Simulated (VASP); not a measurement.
# Mg (Cmce) in VASP: notebook, part 2 of 2

VASP 6.6.1. The steps go on from the part before.

### Step 3. Relaxation of cell and atoms, PBEsol

This run uses another cell than the first one, of 23.50 Å³/atom, 1.037 times its volume.

INCAR

```
SYSTEM = Mg
  PREC = Accurate
  ENCUT = 600
  EDIFF = 1E-6
  ISMEAR = 0
  SIGMA = 0.1
  LREAL = .False.
  LASPH = .True.
  NELM = 100
  ALGO = Fast
  ISIF = 3
  LWAVE = .False.
  LCHARG = .False.
  GGA = PS
  IBRION = 2
  NSW = 90
  EDIFFG = -0.04
```

KPOINTS

```
regular mesh
0
Gamma
  6 6 2
  0 0 0
```

POSCAR

```
Mg
1.0
    2.9767141551     -1.9673803410      0.0000000000
    2.9767141551      1.9673803410      0.0000000000
    0.0000000000      0.0000000000      8.0254347173
Mg
4
Direct
    0.8500000000      0.1500000000      0.1170000000
    0.6500000000      0.3500000000      0.6170000000
    0.1500000000      0.8500000000      0.8830000000
    0.3500000000      0.6500000000      0.3830000000
```

Potentials or basis: VASP PAW PBE potentials, release 64 (Mg).

Command:

```console
$ cat potpaw_PBE.64/Mg/POTCAR > POTCAR
$ mpirun -np 1 vasp_std > vasp.out
```

OUTCAR:

```text
SYSTEM = Mg
   PREC = Accurate
   ENCUT = 600
   EDIFF = 1E-6
   ISMEAR = 0
   LREAL = .False.
   LASPH = .True.
   NELM = 100
   ISIF = 3
   GGA = PS
   IBRION = 2
   NSW = 90
   EDIFFG = -0.04

 ion  position               nearest neighbor table
   1  0.850  0.150  0.117-   3 2.22   4 2.90   4 2.90   3 3.33   3 3.61   3 3.61
   2  0.650  0.350  0.617-   4 2.22   3 2.90   3 2.90   4 3.33   4 3.61   4 3.61
   3  0.150  0.850  0.883-   1 2.22   2 2.90   2 2.90   1 3.33   1 3.61   1 3.61
   4  0.350  0.650  0.383-   2 2.22   1 2.90   1 2.90   2 3.33   2 3.61   2 3.61

  LATTYP: Found a base centered orthorhombic cell.
 ALAT       =     3.9347606820
 B/A-ratio  =     1.5130344108
 C/A-ratio  =     2.0396246089

  Lattice vectors:

 A1 = (  -2.9767141551,  -1.9673803410,   0.0000000000)
 A2 = (   2.9767141551,  -1.9673803410,   0.0000000000)
 A3 = (   0.0000000000,   0.0000000000,   8.0254347173)

Analysis of symmetry for initial positions (statically):
=====================================================================
 Subroutine PRICEL returns:
 Original cell was already a primitive cell.

 Routine SETGRP: Setting up the symmetry group for a
 base centered orthorhombic supercell.

 Subroutine GETGRP returns: Found  8 space group operations
 (whereof  4 operations were pure point group operations)
 out of a pool of  8 trial point group operations.

The static configuration has the point symmetry C_2h.
 The point group associated with its full space group is D_2h.

Analysis of symmetry for dynamics (positions and initial velocities):
=====================================================================
 Subroutine PRICEL returns:
 Original cell was already a primitive cell.

 Routine SETGRP: Setting up the symmetry group for a
 base centered orthorhombic supercell.

 Subroutine GETGRP returns: Found  8 space group operations
 (whereof  4 operations were pure point group operations)
 out of a pool of  8 trial point group operations.

The dynamic configuration has the point symmetry C_2h.
 The point group associated with its full space group is D_2h.

 Subroutine INISYM returns: Found  8 space group operations
 (whereof  4 operations are pure point group operations),
 and found     1 'primitive' translations

----------------------------------------------------------------------------------------

                                     Primitive cell

  volume of cell :      93.9992

  direct lattice vectors                    reciprocal lattice vectors
     2.976714155 -1.967380341  0.000000000     0.167970445 -0.254145063  0.000000000
     2.976714155  1.967380341  0.000000000     0.167970445  0.254145063  0.000000000
     0.000000000  0.000000000  8.025434717     0.000000000  0.000000000  0.124603842

  length of vectors
     3.568110504  3.568110504  8.025434717     0.304637134  0.304637134  0.124603842

  position of ions in fractional coordinates (direct lattice)
     0.850000000  0.150000000  0.117000000
     0.650000000  0.350000000  0.617000000
     0.150000000  0.850000000  0.883000000
     0.350000000  0.650000000  0.383000000

  ion indices of the primitive-cell ions
   primitive index   ion index
                 1           1
                 2           2
                 3           3
                 4           4
[... 70 lines left out ...]
   ENCUT  =  600.0 eV  44.10 Ry    6.64 a.u.   7.13  7.13 16.03*2*pi/ulx,y,z
   NELM   =    100;   NELMIN=  2; NELMDL= -5     # of ELM steps
   EDIFF  = 0.1E-05   stopping-criterion for ELM
   LREAL  =      F    real-space projection
   EDIFFG = -.4E-01   stopping-criterion for IOM
   NSW    =     90    number of steps for IOM
   IBRION =      2    ionic relax: 0-MD 1-quasi-New 2-CG
   NFREE  =      1    steps in history (QN), initial steepest desc. (CG)
   ISIF   =      3    stress and relaxation
   ISYM   =      2    0-nonsym 1-usesym 2-fastsym
   POTIM  = 0.5000    time-step for ionic-motion
   TEBEG  =    0.0;   TEEND  =   0.0 temperature during run
   PSTRESS=    0.0 pullay stress
   NELECT =       8.0000    total number of electrons
   NUPDOWN=      -1.0000    fix difference up-down
   EMIN   =  10.00;   EMAX   =-10.00  energy-range for DOS
   EFERMI =   0.00;   METHOD = LEGACY
   ISMEAR =     0;   SIGMA  =   0.10  broadening in eV -4-tet -1-fermi 0-gaus
   EFERMI_NEDOS =   21; number of points for ismear=-14 and -15
   IALGO  =     68    algorithm
   IMIX   =      4    mixing-type and parameters
     AMIX     =   0.40;   BMIX     =  1.00
     AMIX_MAG =   1.60;   BMIX_MAG =  1.00
  volume/ion in A,a.u.               =      23.50       158.58
  Fermi-wavevector in a.u.,A,eV,Ry     =   0.720107  1.360804  7.055350  0.518554
  Thomas-Fermi vector in A             =   1.809474
   LORBIT       =      0    0 simple, 1 ext, 2 COOP (PROOUT), +10 PAW based schemes
   GGA     = PS    functional components
   LHFCALC =     F    Hartree Fock is set to
   AEXX    =    0.0000 exact exchange contribution
   IVDW    =     0    specifies the selected vdW correction
   LEPSILON=     F    determine dielectric tensor
   LRPA    =     F    only Hartree local field effects (RPA)
 conjugate gradient relaxation of ions
 non-spin polarized calculation
 RMM-DIIS sequential band-by-band and
 Gauss-broadening in eV      SIGMA  =   0.10
  energy-cutoff  :      600.00
  volume of cell :       94.00
 maximum number of plane-waves:      3162
 NGX is ok and might be reduce to    30

--------------------------------------- Ionic step        1  -------------------------------------------

 number of electron       8.0000000 magnetization

 Free energy of the ion-electron system (eV)
  ---------------------------------------------------
  ext. energy  EPLUGINS =         0.00000000
  ---------------------------------------------------
  free energy    TOTEN  =        -3.87305881 eV

  energy without entropy =       -3.86513945  energy(sigma->0) =       -3.86909913

------------------------ aborting loop because EDIFF is reached ----------------------------------------

  FORCE on cell =-STRESS in cart. coord.  units (eV):
  Direction    XX          YY          ZZ          XY          YZ          ZX
  --------------------------------------------------------------------------------------
  -------------------------------------------------------------------------------------
  Total       -4.3951945      3.2227666     12.9378047      0.0000000     -0.0000000      0.0000000
  in kB      -74.9142890     54.9307347    220.5195780      0.0000000     -0.0000000      0.0000000
  external PRESSURE =      66.8453413 kB  Pullay stress =       0.0000000 kB
[... 95 lines left out ...]
  FREE ENERGIE OF THE ION-ELECTRON SYSTEM (eV)
  ---------------------------------------------------
  free  energy   TOTEN  =        -6.0471092584 eV

  energy  without entropy=       -6.0383402648  energy(sigma->0) =       -6.04272476

[... ionic steps 4 to 27 ...]

--------------------------------------- Ionic step       28  -------------------------------------------

 number of electron       8.0000000 magnetization

------------------------ aborting loop because EDIFF is reached ----------------------------------------
[... 71 lines left out ...]
--------------------------------------- Ionic step       30  -------------------------------------------

 number of electron       8.0000000 magnetization

 Free energy of the ion-electron system (eV)
  ---------------------------------------------------
  ext. energy  EPLUGINS =         0.00000000
  ---------------------------------------------------
  free energy    TOTEN  =        -6.85322116 eV

  energy without entropy =       -6.84533265  energy(sigma->0) =       -6.84927690

 E-fermi :   2.6516     XC(G=0):  -8.5855

 val. band max:        2.6050014586   @ k =  -0.3333   0.3333   0.0000
 cond. band min:       2.6648890714   @ k =  -0.3333   0.1667   0.5000
 fundamental gap:      0.0598876128
 Fermi energy:         2.6516090314

 k-point     1 :       0.0000    0.0000    0.0000
  band No.  band energies     occupation
      1      -4.3233      2.00000
      2      -2.2887      2.00000
      3      -2.2883      2.00000
      4       3.0839      0.00000
      5       4.1781      0.00000
      6       8.3336      0.00000
      7       8.9091      0.00000
      8      10.6037      0.00000
[... 243 lines left out ...]
 k-point    24 :       0.5000    0.3333    0.5000
  band No.  band energies     occupation
      1       0.9503      2.00000
      2       0.9503      2.00000
      3       1.4095      2.00000
      4       1.4095      2.00000
      5       4.7525      0.00000
      6       4.7525      0.00000
      7       4.9485      0.00000
      8       4.9485      0.00000

 [... further k-points ...]
[... 5 lines left out ...]
  --------------------------------------------------------------------------------------
  -------------------------------------------------------------------------------------
  Total       -0.0108679      0.0067203     -0.0189141      0.0000000      0.0000000      0.0000000
  in kB       -0.1926959      0.1191562     -0.3353619      0.0000000      0.0000000      0.0000000
  external PRESSURE =      -0.1363005 kB  Pullay stress =       0.0000000 kB
[... 19 lines left out ...]
  FREE ENERGIE OF THE ION-ELECTRON SYSTEM (eV)
  ---------------------------------------------------
  free  energy   TOTEN  =        -6.8532211588 eV

  energy  without entropy=       -6.8453326479  energy(sigma->0) =       -6.84927690

 reached required accuracy - stopping structural energy minimisation
```

OSZICAR:

```text
N       E                     dE             d eps       ncg     rms          rms(c)
DAV:   1     0.544093752553E+01    0.54409E+01   -0.26954E+03   416   0.803E+02
DAV:   2    -0.380265859563E+01   -0.92436E+01   -0.87737E+01   584   0.498E+01
DAV:   3    -0.393374259851E+01   -0.13108E+00   -0.12946E+00   608   0.719E+00
DAV:   4    -0.393467587471E+01   -0.93328E-03   -0.93309E-03   600   0.492E-01
[... 202 lines left out ...]
       N       E                     dE             d eps       ncg     rms          rms(c)
DAV:   1    -0.685320972703E+01   -0.12285E-02   -0.18092E-02   464   0.105E+00    0.231E-02
RMM:   2    -0.685321858025E+01   -0.88532E-05   -0.10613E-04   414   0.992E-02    0.148E-02
RMM:   3    -0.685322083855E+01   -0.22583E-05   -0.17911E-05   416   0.400E-02    0.150E-03
RMM:   4    -0.685322115885E+01   -0.32030E-06   -0.35066E-06   354   0.176E-02
  30 F= -.68532212E+01 E0= -.68492769E+01  d E =-.123965E-02
```

Run time: 3 min. Hardware: 1 thread of Intel Xeon 6975P-C (Granite Rapids), shared host; peak memory 0.24 GiB.

Results:

```
Free energy                            : -6.8532 eV
Relaxed volume                         : 22.59 Å³/atom
Relaxed cell                           : a = 3.250 Å, b = 3.250 Å, c = 8.567 Å, α = 90.00°, β = 90.00°, γ = 87.02°
Space group after relaxing (to 0.05 Å) : Fmmm (No. 69)
Energy gained by relaxing              : 745.0 meV/atom
Ionic steps                            : 30
Pressure after relaxing                : 0.0 GPa
Band gap on the k mesh                 : none (metal or under the smearing width)
```

Forces on the atoms (eV/Å):
```
Mg   0.000 -0.002  0.000
Mg   0.000  0.002  0.000
Mg   0.000  0.002  0.000
Mg   0.000 -0.002  0.000
```

The path:
```tsv
step	energy change (eV)	largest force (eV/Å)	pressure (GPa)	volume (Å³)
1	0.0000	3.6164	6.68	94.00
2	-2.1477	0.3736	-2.52	106.91
3	-2.1741	0.3520	-2.87	107.99
4	-2.1817	0.3810	-3.43	110.13
5	-2.1850	0.3604	-3.20	109.17
6	-2.4312	0.4390	-2.19	101.26
7	-2.6064	0.5264	0.23	92.19
8	-2.6193	0.5574	1.42	88.98
9	-2.7460	0.3405	1.06	88.97
10	-2.8027	0.2189	0.99	88.85
11	-2.8038	0.2092	1.00	88.81
12	-2.8435	0.1886	-0.36	91.82
13	-2.8473	0.1816	-0.83	92.96
14	-2.8771	0.1669	-0.27	91.26
15	-2.9004	0.0891	2.03	86.17
16	-2.9034	0.1156	1.39	87.46
17	-2.9149	0.0898	1.27	87.71
18	-2.9386	0.0054	0.95	88.42
19	-2.9220	0.2561	0.53	89.60
20	-2.9486	0.0695	0.80	88.81
21	-2.9504	0.1378	0.68	89.14
22	-2.9513	0.1080	0.73	89.00
23	-2.9624	0.1149	0.07	90.46
24	-2.9633	0.1172	-0.17	91.00
25	-2.9681	0.1027	-0.10	90.73
26	-2.9759	0.0639	0.18	89.92
27	-2.9759	0.0609	0.20	89.84
28	-2.9781	0.0427	-0.02	90.37
29	-2.9789	0.0232	-0.25	90.94
30	-2.9802	0.0025	-0.01	90.36
```

Final structure:
```
CELL_PARAMETERS angstrom
2.35696 -2.23762 0.00000
2.35696 2.23762 0.00000
0.00000 0.00000 8.56669
ATOMIC_POSITIONS crystal
Mg 0.74973 0.25027 0.12501
Mg 0.75027 0.24973 0.62501
Mg 0.25027 0.74973 0.87499
Mg 0.24973 0.75027 0.37499
```

Caveat: the k mesh is coarse (spacing up to 0.39 Å⁻¹), so the values aren't converged; the PAW data sets were made with another functional, which shifts forces and pressure a little.

### Step 4. Single point, PBEsol

This run uses another cell than the first one: it holds 2 atoms, not 4.

INCAR

```
  PREC = Accurate
  ENCUT = 520
  EDIFF = 1E-6
  ISMEAR = 0
  SIGMA = 0.1
  LREAL = False
  LASPH = True
  NELM = 100
  ALGO = Fast
  ISIF = 2
  LWAVE = False
  LCHARG = False
  GGA = PS
  NBANDS = 9
```

KPOINTS

```
Automatic mesh
0
Gamma
  20 20 20
```

POSCAR

```
Mg
1.0
    0.0000000000      2.6341133470      5.7045672538
    1.5946160088      0.0000000000      5.7045672538
    1.5946160088      2.6341133470      0.0000000000
Mg
2
Direct
    0.8662360402      0.8662360402      0.1337639598
    0.1337639598      0.1337639598      0.8662360402
```

Command:

```console
$ cat potpaw_PBE.64/Mg/POTCAR > POTCAR
$ mpirun -np 1 vasp_std > vasp.out
```

It took 4.1 min on 1 thread of Intel Xeon 6975P-C (Granite Rapids), shared host; peak memory 0.61 GiB.

It converged, with:

| Property | Result |
| --- | --- |
| Free energy | -3.1608 eV |
| Pressure | 0.0 GPa |
| Band gap on the k mesh | none (metal or under the smearing width) |

Levels at points of the mesh, in eV from the Fermi level:
| k point | band 1 | band 2 | band 3 | band 4 | band 5 | band 6 |
| --- | --- | --- | --- | --- | --- | --- |
| (0.00, 0.00, 0.00) | -6.76 | -2.27 | -2.10 | 9.65 | 10.85 | 11.98 |
| (0.50, 0.00, 0.00) | -1.67 | -1.47 | 0.39 | 1.13 | 4.75 | 5.21 |
| (0.50, 0.50, 0.00) | -5.87 | -5.30 | 3.12 | 3.30 | 11.25 | 12.07 |
| (0.50, 0.00, 0.50) | -1.66 | -1.26 | 2.18 | 2.66 | 3.24 | 3.65 |
| (0.00, 0.50, 0.50) | -0.85 | -0.39 | -0.28 | 0.17 | 6.57 | 7.08 |

Caveat: the PAW data sets were made with another functional, which shifts forces and pressure a little.

### Step 5. Overview

```tsv
task	cell	k mesh	cutoff (eV)	mesh quality	gap on the mesh (eV)	pressure (GPa)
single point	Cmce, 22.66 Å³/atom	6 × 6 × 2	520	coarse	none	-0.1
relaxation of cell and atoms	relaxed	6 × 6 × 2	600	coarse	none	0.0
single point	Fmmm, 23.96 Å³/atom	20 × 20 × 20	520	not flagged	none	0.0
```

Alike in all rows: level PBEsol; potentials or basis VASP PAW PBE potentials, release 64 (Mg); no spin polarisation; smearing gaussian 0.1 eV.

Caveats: some runs use coarse meshes; the PAW data sets were made with another functional, which shifts forces and pressure a little.

Absolute energies hang on the potentials; compare differences alone.
